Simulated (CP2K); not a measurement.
Runs of CP2K 2026.2 on Ga. The structure is tetragonal, space group I4/mmm (No. 139). Conventional cell: a = 2.769 Å, b = 2.769 Å, c = 4.622 Å, α = 90.00°, β = 90.00°, γ = 90.00°. Around Ga (site symmetry 4/mmm) lie 12 Ga at 2.77 to 3.03 Å. This isn't the form of Ga at room conditions, which is orthorhombic.

```csv
task,level,potentials or basis,cell,k mesh,smearing,EPS_DEFAULT,k points reduced by the point group,NGRIDS,basis sets,potentials,gap on the mesh (eV),pressure (GPa)
band structure,r2SCAN,POTENTIAL_UZH Ga GTH-SCAN-q13; TZVP-MOLOPT-SCAN-GTH basis,as given,13 × 13 × 13,fermi-dirac 0.0259 eV,1.0E-9,yes,4,Ga TZVP-MOLOPT-SCAN-GTH-q13,Ga GTH-SCAN-q13 of POTENTIAL_UZH,none,1.7
relaxation of cell and atoms,LDA,GTH_POTENTIALS Ga GTH-PADE-q13; TZVP-MOLOPT-PBE-GTH basis,relaxed,10 × 10 × 10,fermi-dirac 0.01 eV,1.0E-9,-,5,Ga TZVP-MOLOPT-PBE-GTH-q13,Ga GTH-PADE-q13 of GTH_POTENTIALS,none,0.0
band structure,LDA,GTH_POTENTIALS Ga GTH-PADE-q13; TZVP-MOLOPT-PBE-GTH basis,as given,13 × 13 × 13,fermi-dirac 0.1 eV,1.0E-9,yes,5,Ga TZVP-MOLOPT-PBE-GTH-q13,Ga GTH-PADE-q13 of GTH_POTENTIALS,none,-1.7
band structure,LDA,GTH_POTENTIALS Ga GTH-PADE-q13; TZVP-MOLOPT-PBE-GTH basis,as given,13 × 13 × 13,fermi-dirac 0.01 eV,1.0E-10,yes,5,Ga TZVP-MOLOPT-PBE-GTH-q13,Ga GTH-PADE-q13 of GTH_POTENTIALS,none,(a)
band structure,r2SCAN,POTENTIAL_UZH Ga GTH-SCAN-q13; TZVP-MOLOPT-SCAN-GTH basis,as given,13 × 13 × 13,fermi-dirac 0.1 eV,1.0E-10,yes,5,Ga TZVP-MOLOPT-SCAN-GTH-q13,Ga GTH-SCAN-q13 of POTENTIAL_UZH,none,1.7
```

Alike in all rows: no spin polarisation.

**Question.** Fill in the values left out.

**Answer.** (a) -1.9.

Caveats: the basis of atomic orbitals isn't converged, which shifts pressures, moduli and gaps; more than 0.5 GPa of stress was left at the end, so the final cell isn't listed (some runs).

A k mesh can miss the band edges, and the runs leave out spin-orbit coupling on Ga.

A gap of «none» marks a metal or a gap under the smearing width.

Not every run made on this cell is shown here.
